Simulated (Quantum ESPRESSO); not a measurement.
# O on fcc sites of Ti(0001): a series in the coverage, part 3 of 8

Aim: how the results for O on fcc sites of Ti(0001) change with the coverage.

Quantum ESPRESSO 7.5; plane-wave DFT, PBE, GBRV ultrasoft pseudopotentials.

So far. Step 2 (Variable-cell relaxation of the reference):  The last row is no step: it is a fresh SCF in the final cell with a new plane-wave basis, +0 meV from the row before.

## (4) Relaxing the ions of the reference (continued)

The steps of the relaxation:

```tsv
step	energy less that of the first step (eV)	largest force (eV/Å)
1	0.0000	0.3863
2	0.0027	0.7517
3	-0.0011	0.0152
```

Read from the output:

* free energy: -874.9428 eV
* Fermi energy: -5.528 eV
* magnetization: 2 μB
* absolute magnetization: 2.05 μB
* site moments: 0.5692, 0.5692 μB

## (5) Relaxing the ions, 0 ML

What the set-up leaves free in this member is relaxed.

System of this step: Ti(0001), 3 layers, 1 sites a cell. The cell holds 3 atoms: 3 Ti. Cell: a = 2.939 Å, b = 2.939 Å, c = 18.526 Å, α = 90.0°, β = 90.0°, γ = 60.0°. It derives from Ti. Vacuum lies along c.

m0.relax.in reads:

```
&control
  prefix = 'm0.relax'
  outdir = './out'
  pseudo_dir = './pseudo'
  nstep = 70
  forc_conv_thr = 0.0015
  calculation = 'relax'
/
&system
  ibrav = 0
  nat = 3
  ntyp = 1
  ecutwfc = 40
  ecutrho = 200
  occupations = 'smearing'
  smearing = 'mv'
  degauss = 0.02
/
&electrons
  conv_thr = 1e-07
  mixing_beta = 0.3
  electron_maxstep = 120
  mixing_mode = 'local-TF'
/
&ions
/
ATOMIC_SPECIES
  Ti  47.8670  ti_pbe_v1.4.uspp.F.UPF
CELL_PARAMETERS angstrom
  2.93930890900000 0.00000000000000 0.00000000000000
  1.46965445450000 2.54551618476392 0.00000000000000
  0.00000000000000 0.00000000000000 18.52617388046125
ATOMIC_POSITIONS crystal
  Ti  0.000000000000 0.000000000000 0.374640077925
  Ti  0.666666666700 0.666666666700 0.500000000000 0 0 0
  Ti  0.000000000000 0.000000000000 0.625359922075
K_POINTS automatic
  9 9 1 0 0 0
```

The run is started by

```sh
> OMP_NUM_THREADS=1 mpirun -n 16 pw.x -nk 4 -in m0.relax.in > m0.relax.out
```

The program printed:

```text
[banner, memory and clock lines left out]
Program PWSCF v.7.5 starts

          URL

     Message from routine setup:
     using ibrav=0 with symmetry is DISCOURAGED, use correct ibrav instead

     bravais-lattice index     =            0
     lattice parameter (alat)  =       5.5545  a.u.
     unit-cell volume          =     935.4131 (a.u.)^3
     number of atoms/cell      =            3
     number of atomic types    =            1
     number of electrons       =        36.00
     number of Kohn-Sham states=           22
     kinetic-energy cutoff     =      40.0000  Ry
     charge density cutoff     =     200.0000  Ry
     scf convergence threshold =      1.0E-07
     mixing beta               =       0.3000
     number of iterations used =            8  local-TF  mixing
     energy convergence thresh.=      1.0E-04
     force convergence thresh. =      1.5E-03
     Exchange-correlation=  SLA  PW   PBX  PBC
                           (   1   4   3   4   0   0   0)
     nstep                     =           70

     celldm(1)=   5.554489  celldm(2)=   0.000000  celldm(3)=   0.000000
     celldm(4)=   0.000000  celldm(5)=   0.000000  celldm(6)=   0.000000

     crystal axes: (cart. coord. in units of alat)
               a(1) = (   1.000000   0.000000   0.000000 )
               a(2) = (   0.500000   0.866025   0.000000 )
               a(3) = (   0.000000   0.000000   6.302901 )

     reciprocal axes: (cart. coord. in units 2 pi/alat)
               b(1) = (  1.000000 -0.577350  0.000000 )
               b(2) = (  0.000000  1.154701  0.000000 )
               b(3) = (  0.000000  0.000000  0.158657 )

     PseudoPot. # 1 for Ti read from file:
     ./pseudo/ti_pbe_v1.4.uspp.F.UPF
     Pseudo is Ultrasoft + core correction, Zval = 12.0
     Generated by new atomic code, or converted to UPF format
     Using radial grid of  851 points,  6 beta functions with:
                l(1) =   0
                l(2) =   0
                l(3) =   1
                l(4) =   1
                l(5) =   2
                l(6) =   2
     Q(r) pseudized with  6 coefficients,  rinner =    1.000   1.000   1.000
                                                       1.000   1.000

     atomic species   valence    mass     pseudopotential
     Ti               12.00    47.86700     Ti( 1.00)

     12 Sym. Ops. (no inversion) found

   Cartesian axes

     site n.     atom                  positions (alat units)
         1        Ti     tau(   1) = (   0.0000000   0.0000000   2.3613194  )
         2        Ti     tau(   2) = (   1.0000000   0.5773503   3.1514506  )
         3        Ti     tau(   3) = (   0.0000000   0.0000000   3.9415819  )

     number of k points=    12  Marzari-Vanderbilt smearing, width (Ry)=  0.0200
                       cart. coord. in units 2pi/alat
        k(    1) = (   0.0000000   0.0000000   0.0000000), wk =   0.0246914
        k(    2) = (   0.0000000   0.1283001   0.0000000), wk =   0.1481481
        k(    3) = (   0.0000000   0.2566001   0.0000000), wk =   0.1481481
        k(    4) = (   0.0000000   0.3849002   0.0000000), wk =   0.1481481
        k(    5) = (   0.0000000   0.5132002   0.0000000), wk =   0.1481481
        k(    6) = (   0.1111111   0.1924501   0.0000000), wk =   0.1481481
        k(    7) = (   0.1111111   0.3207501   0.0000000), wk =   0.2962963
        k(    8) = (   0.1111111   0.4490502   0.0000000), wk =   0.2962963
        k(    9) = (   0.1111111  -0.5773503   0.0000000), wk =   0.1481481
        k(   10) = (   0.2222222   0.3849002   0.0000000), wk =   0.1481481
        k(   11) = (   0.2222222  -0.6415003   0.0000000), wk =   0.2962963
        k(   12) = (   0.3333333  -0.5773503   0.0000000), wk =   0.0493827

     Dense  grid:    44773 G-vectors     FFT dimensions: (  25,  25, 160)

     Smooth grid:    32025 G-vectors     FFT dimensions: (  24,  24, 144)

     Check: negative core charge=   -0.000004

     Initial potential from superposition of free atoms

     starting charge      32.9999, renormalised to      36.0000

     negative rho (up, down):  9.425E-03 0.000E+00
     Starting wfcs are   30 randomized atomic wfcs

     per-process dynamical memory:    14.1 Mb

     Self-consistent Calculation

     iteration #  1     ecut=    40.00 Ry     beta= 0.30
     Davidson diagonalization with overlap
     ethr =  1.00E-02,  avg # of iterations =  4.9

     negative rho (up, down):  1.284E-02 0.000E+00

     total energy              =    -357.92526557 Ry
     estimated scf accuracy    <       2.00622261 Ry

     iteration #  2     ecut=    40.00 Ry     beta= 0.30
     Davidson diagonalization with overlap
     ethr =  5.57E-03,  avg # of iterations =  1.2

     negative rho (up, down):  3.068E-02 0.000E+00

     total energy              =    -357.23482655 Ry
     estimated scf accuracy    <       1.14433806 Ry

     iteration #  3     ecut=    40.00 Ry     beta= 0.30
     Davidson diagonalization with overlap
     ethr =  3.18E-03,  avg # of iterations =  3.4

     negative rho (up, down):  2.553E-02 0.000E+00

     total energy              =    -357.58683382 Ry
     estimated scf accuracy    <       0.26618358 Ry

     iteration #  4     ecut=    40.00 Ry     beta= 0.30
     Davidson diagonalization with overlap
     ethr =  7.39E-04,  avg # of iterations =  2.2

     negative rho (up, down):  2.197E-02 0.000E+00

     total energy              =    -357.60774080 Ry
     estimated scf accuracy    <       0.03312078 Ry

     iteration #  5     ecut=    40.00 Ry     beta= 0.30
     Davidson diagonalization with overlap
     ethr =  9.20E-05,  avg # of iterations =  5.8

     negative rho (up, down):  1.888E-02 0.000E+00

     total energy              =    -357.61236548 Ry
     estimated scf accuracy    <       0.00222283 Ry

     iteration #  6     ecut=    40.00 Ry     beta= 0.30
     Davidson diagonalization with overlap
     ethr =  6.17E-06,  avg # of iterations =  6.0

     negative rho (up, down):  1.794E-02 0.000E+00

     total energy              =    -357.61275293 Ry
     estimated scf accuracy    <       0.00697606 Ry

     iteration #  7     ecut=    40.00 Ry     beta= 0.30
     Davidson diagonalization with overlap
     ethr =  6.17E-06,  avg # of iterations =  3.8

     negative rho (up, down):  1.781E-02 0.000E+00

     total energy              =    -357.61305463 Ry
     estimated scf accuracy    <       0.00257151 Ry

     iteration #  8     ecut=    40.00 Ry     beta= 0.30
     Davidson diagonalization with overlap
     ethr =  6.17E-06,  avg # of iterations =  1.0

     negative rho (up, down):  1.387E-02 0.000E+00

[...]
ethr =  1.95E-07,  avg # of iterations =  5.8

     negative rho (up, down):  4.653E-03 0.000E+00

     total energy              =    -357.61477710 Ry
     estimated scf accuracy    <       0.00002041 Ry

     iteration #  8     ecut=    40.00 Ry     beta= 0.30
     Davidson diagonalization with overlap
     ethr =  5.67E-08,  avg # of iterations =  4.6

     negative rho (up, down):  4.898E-03 0.000E+00

     total energy              =    -357.61477553 Ry
     estimated scf accuracy    <       0.00003019 Ry

     iteration #  9     ecut=    40.00 Ry     beta= 0.30
     Davidson diagonalization with overlap
     ethr =  5.67E-08,  avg # of iterations =  2.9

     negative rho (up, down):  5.166E-03 0.000E+00

     total energy              =    -357.61477846 Ry
     estimated scf accuracy    <       0.00005916 Ry

     iteration # 10     ecut=    40.00 Ry     beta= 0.30
     Davidson diagonalization with overlap
     ethr =  5.67E-08,  avg # of iterations =  1.4

     negative rho (up, down):  5.163E-03 0.000E+00

     total energy              =    -357.61477878 Ry
     estimated scf accuracy    <       0.00000900 Ry

     iteration # 11     ecut=    40.00 Ry     beta= 0.30
     Davidson diagonalization with overlap
     ethr =  2.50E-08,  avg # of iterations =  4.2

     negative rho (up, down):  5.206E-03 0.000E+00

     total energy              =    -357.61477995 Ry
     estimated scf accuracy    <       0.00000309 Ry

     iteration # 12     ecut=    40.00 Ry     beta= 0.30
     Davidson diagonalization with overlap
     ethr =  8.60E-09,  avg # of iterations =  1.4

     negative rho (up, down):  5.231E-03 0.000E+00

     total energy              =    -357.61477981 Ry
     estimated scf accuracy    <       0.00000228 Ry

     iteration # 13     ecut=    40.00 Ry     beta= 0.30
     Davidson diagonalization with overlap
     ethr =  6.33E-09,  avg # of iterations =  1.8

     negative rho (up, down):  5.232E-03 0.000E+00

     total energy              =    -357.61477988 Ry
     estimated scf accuracy    <       0.00000019 Ry

     iteration # 14     ecut=    40.00 Ry     beta= 0.30
     Davidson diagonalization with overlap
     ethr =  5.14E-10,  avg # of iterations =  4.6

     negative rho (up, down):  5.237E-03 0.000E+00

     total energy              =    -357.61477992 Ry
     estimated scf accuracy    <       0.00000007 Ry

     iteration # 15     ecut=    40.00 Ry     beta= 0.30
     Davidson diagonalization with overlap
     ethr =  1.93E-10,  avg # of iterations =  2.2

     negative rho (up, down):  5.239E-03 0.000E+00

     total energy              =    -357.61477992 Ry
     estimated scf accuracy    <          9.4E-09 Ry

     iteration # 16     ecut=    40.00 Ry     beta= 0.30
     Davidson diagonalization with overlap
     ethr =  2.61E-11,  avg # of iterations =  4.6

     negative rho (up, down):  5.239E-03 0.000E+00

     End of self-consistent calculation

          k = 0.0000 0.0000 0.0000 (  4043 PWs)   bands (ev):

   -54.4056 -54.3922 -54.0761 -30.9062 -30.7364 -30.3697 -30.3697 -30.3608
   -30.3608 -30.1963 -30.0874 -30.0874  -3.1081  -1.7062  -0.4629   2.3246
     2.3903   3.1453   3.1453   3.1798   3.1798   3.3358

          k = 0.0000 0.1283 0.0000 (  4027 PWs)   bands (ev):

   -54.3960 -54.3839 -54.0691 -30.8867 -30.7357 -30.4283 -30.4241 -30.3841
   -30.3735 -30.1876 -30.1361 -30.0983  -2.7722  -1.3856  -0.1668   2.2067
     2.4367   2.7464   2.8878   3.1639   3.3091   3.3714

          k = 0.0000 0.2566 0.0000 (  4018 PWs)   bands (ev):

   -54.3714 -54.3627 -54.0513 -30.8378 -30.7411 -30.5749 -30.5602 -30.4204
   -30.4053 -30.2503 -30.1875 -30.1258  -1.8626  -0.5691   0.5306   1.8507
     1.9752   2.3729   2.4987   2.9419   3.3822   3.5211

          k = 0.0000 0.3849 0.0000 (  3990 PWs)   bands (ev):

   -54.3432 -54.3386 -54.0312 -30.8105 -30.7736 -30.7054 -30.6951 -30.4612
   -30.4414 -30.3579 -30.2029 -30.1572  -0.7358   0.1251   0.7996   1.5271
     1.5372   2.4091   2.5116   3.1341   3.3327   3.3821

          k = 0.0000 0.5132 0.0000 (  3974 PWs)   bands (ev):

   -54.3247 -54.3228 -54.0180 -30.8704 -30.8381 -30.7720 -30.6876 -30.4876
   -30.4647 -30.4100 -30.2197 -30.1776  -0.0115   0.2025   0.5168   1.3063
     1.4811   2.4980   3.0732   3.2356   3.5924   3.8403

          k = 0.1111 0.1925 0.0000 (  4027 PWs)   bands (ev):

   -54.3788 -54.3691 -54.0567 -30.8521 -30.7376 -30.5280 -30.5138 -30.4164
   -30.4018 -30.2108 -30.1848 -30.1233  -2.1443  -0.8035   0.3582   1.9626
     2.1877   2.4367   2.4826   2.9174   3.4525   3.6005

          k = 0.1111 0.3208 0.0000 (  4010 PWs)   bands (ev):

   -54.3525 -54.3465 -54.0377 -30.8054 -30.7522 -30.6552 -30.6466 -30.4689
   -30.4499 -30.3091 -30.1931 -30.1635  -1.0835   0.0483   1.0148   1.6320
     1.7233   2.0671   2.2713   2.8139   3.3340   3.5871

          k = 0.1111 0.4491 0.0000 (  3985 PWs)   bands (ev):

   -54.3291 -54.3265 -54.0211 -30.8274 -30.7963 -30.7466 -30.6926 -30.5123
   -30.4929 -30.3818 -30.2091 -30.1970  -0.0938   0.3865   0.8692   1.4912
     1.5222   2.3355   2.5964   3.0600   3.3476   3.3602

          k = 0.1111-0.5774 0.0000 (  3972 PWs)   bands (ev):

   -54.3198 -54.3186 -54.0145 -30.8628 -30.8333 -30.7708 -30.6775 -30.5290
   -30.5102 -30.4061 -30.2177 -30.2098   0.2892   0.3637   0.6347   1.4229
     1.5231   2.4581   2.9970   3.0024   3.4037   3.6916

          k = 0.2222 0.3849 0.0000 (  3992 PWs)   bands (ev):

   -54.3308 -54.3280 -54.0223 -30.7947 -30.7663 -30.7232 -30.6876 -30.5452
   -30.5299 -30.3543 -30.2259 -30.2023  -0.0678   0.6213   1.3937   1.4595
     1.7932   1.9873   2.0617   2.6138   3.2493   3.3450

          k = 0.2222-0.6415 0.0000 (  3973 PWs)   bands (ev):

   -54.3166 -54.3158 -54.0122 -30.8085 -30.7854 -30.7509 -30.6703 -30.6035
   -30.5963 -30.3846 -30.2691 -30.2115   0.6455   0.7293   1.1109   1.5253
     1.8607   2.1662   2.5663   2.7464   2.9867   3.0747

          k = 0.3333-0.5774 0.0000 (  3978 PWs)   bands (ev):

   -54.3117 -54.3116 -54.0087 -30.7652 -30.7607 -30.7187 -30.6822 -30.6804
   -30.6587 -30.3785 -30.3125 -30.2126   0.9204   1.1299   1.1412   1.5374
     1.9841   2.2944   2.5360   2.6116   2.6732   2.8217

     the Fermi energy is     2.4524 ev

!    total energy              =    -357.61477993 Ry
     estimated scf accuracy    <          1.0E-09 Ry
     smearing contrib. (-TS)   =      -0.00257436 Ry
     internal energy E=F+TS    =    -357.61220556 Ry

     The total energy is F=E-TS. E is the sum of the following terms:
     one-electron contribution =   -1630.11036617 Ry
     hartree contribution      =     812.61204011 Ry
     xc contribution           =     -54.01264341 Ry
     ewald contribution        =     513.89876390 Ry

     convergence has been achieved in  16 iterations

     negative rho (up, down):  5.239E-03 0.000E+00

     Forces acting on atoms (cartesian axes, Ry/au):

     atom    1 type  1   force =     0.00000000    0.00000000    0.00005361
     atom    2 type  1   force =     0.00000000    0.00000000    0.00000000
     atom    3 type  1   force =     0.00000000    0.00000000   -0.00005361

     Total force =     0.000076     Total SCF correction =     0.000053
     SCF correction compared to forces is large: reduce conv_thr to get better values
     Energy error            =      8.6E-05 Ry
     Gradient error          =      5.4E-05 Ry/Bohr

     bfgs converged in   7 scf cycles and   6 bfgs steps
     (criteria: energy <  1.0E-04 Ry, force <  1.5E-03 Ry/Bohr)

     End of BFGS Geometry Optimization

     Final energy             =    -357.6147799262 Ry

     File ./out/m0.relax.bfgs deleted, as requested
Begin final coordinates

ATOMIC_POSITIONS (crystal)
Ti               0.0000000000       -0.0000000000        0.3796369122
Ti               0.6666666667        0.6666666667        0.5000000000    0   0   0
Ti               0.0000000000       -0.0000000000        0.6203630878
End final coordinates

     XML data file, charge density, pseudopotentials, collected wavefunctions

                                        0.00s GPU  (    1707 calls)
```

Elapsed: 22 s, on 16 MPI ranks of Arm Neoverse V2, shared host; peak memory 0.89 GiB.

Relaxation path:

```tsv
step	energy less that of the first step (eV)	largest force (eV/Å)
1	0.0000	0.3741
2	-0.0056	0.3501
3	-0.0113	0.3206
4	-0.0189	0.2747
5	-0.0279	0.1984
6	-0.0357	0.0714
7	-0.0368	0.0014
```

The atoms that moved most (Å):

```tsv
atom	dx	dy	dz	length
Ti1	0.000	0.000	0.093	0.093
Ti3	0.000	0.000	-0.093	0.093
```

Final coordinates:

```
Ti
1.0
     2.93931    0.00000    0.00000
     1.46965    2.54552    0.00000
     0.00000    0.00000   18.52617
Ti
3
Direct
  0.00000 0.00000 0.37964
  0.66667 0.66667 0.50000
  0.00000 0.00000 0.62036
```

The relaxation lowers the energy by 12 meV an atom. On the free atoms the largest force ends at 0.001 eV/Å.

Numbers from this step:

* free energy: -4865.5970 eV
* Fermi energy: 2.452 eV

[end of part 3 of 8]

[Logs are printed without paths, hosts, clocks, repeated set-up lines and the standing remarks that a program may print on its own settings, such as how far it seeks lower states.]

[Hosts, paths, dates, database ids (printed as entryN), source tags and the programs' standing remarks are cut or masked in the printed files.]

[Maps of the electrostatic potential energy from Ansatz leave out the sawtooth potential of an applied field or a dipole correction, so their vacuum need not be flat; planar profiles and work functions include it.]
